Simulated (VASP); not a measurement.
Input of a VASP 6.6.1 run:

Contents of INCAR:

```
SYSTEM = InSb2As3
PREC     = Normal         ! precision mode
ENCUT    = 520            ! plane-wave cutoff, eV
EDIFF    = 1E-4           ! SCF threshold, eV
ISMEAR   = 0              ! smearing method
SIGMA    = 0.15           ! smearing width, eV
LREAL    = .False.        ! projectors in reciprocal space
LASPH    = .True.         ! aspherical terms in the spheres
NELM     = 60             ! most SCF steps
ALGO     = Fast           ! electronic algorithm
ISIF     = 3              ! what is computed and relaxed
LWAVE    = .False.        ! write WAVECAR
LCHARG   = .False.        ! write CHGCAR
GGA      = PE             ! functional
IBRION   = 2              ! ionic algorithm
NSW      = 24             ! ionic steps
EDIFFG   = -0.08          ! ionic threshold
KPAR     = 2
```

File KPOINTS:

```
regular mesh
0
Gamma
  3 3 2
  0 0 0
```

File POSCAR:

```
InSb2As3
1.0
    5.0821332100      0.0000000000      0.0000000000
   -2.5410666000      4.4012564600      0.0000000000
    0.0000000000      0.0000000000      6.7753344900
In Sb As
1 2 3
Direct
    0.6666666700      0.3333333300      0.5000000000
    0.0000000000      0.0000000000      0.2646980500
    0.0000000000      0.0000000000      0.7353019500
    0.1540750300      0.8459249700      0.0000000000
    0.1540750300      0.3081500500      0.0000000000
    0.6918499500      0.8459249700      0.0000000000
```

Potentials or basis: VASP PAW PBE potentials, release 64 (In_d, Sb, As).

Command:

```console
$ cat potpaw_PBE.64/In_d/POTCAR potpaw_PBE.64/Sb/POTCAR potpaw_PBE.64/As/POTCAR > POTCAR
$ mpirun -np 2 vasp_std > vasp.out
```

Problem. Estimate the band gap on the k mesh.

Solution. None (metal or under the smearing width).

Problem. What does it give for the relaxed cell?

Solution. a = 5.244 Å, b = 5.244 Å, c = 8.197 Å, α = 90.00°, β = 90.00°, γ = 120.00°.

Problem. What does it give for the relaxed volume?

Solution. 32.53 Å³/atom.

Problem. What does it give for the space group after relaxing (to 0.05 Å)?

Solution. P-6m2 (No. 187).

Final structure:
```xyz
6
Lattice="5.2436 0.0000 0.0000 -2.6218 4.5411 0.0000 0.0000 0.0000 8.1967" Properties=species:S:1:pos:R:3 pbc="T T T"
In    2.6218    1.5137    4.0983
Sb    0.0000    0.0000    2.5864
Sb    0.0000    0.0000    5.6103
As   -1.3386    3.8002    0.0000
As    0.0000    1.4817    0.0000
As    1.3386    3.8002    0.0000
```

Caveat: the k mesh is coarse (spacing up to 0.48 Å⁻¹), so the values aren't converged; the volume moved by over 15 % at a fixed basis, so the end points are rough. The run has no spin-orbit coupling, so splittings on Sb are missing.
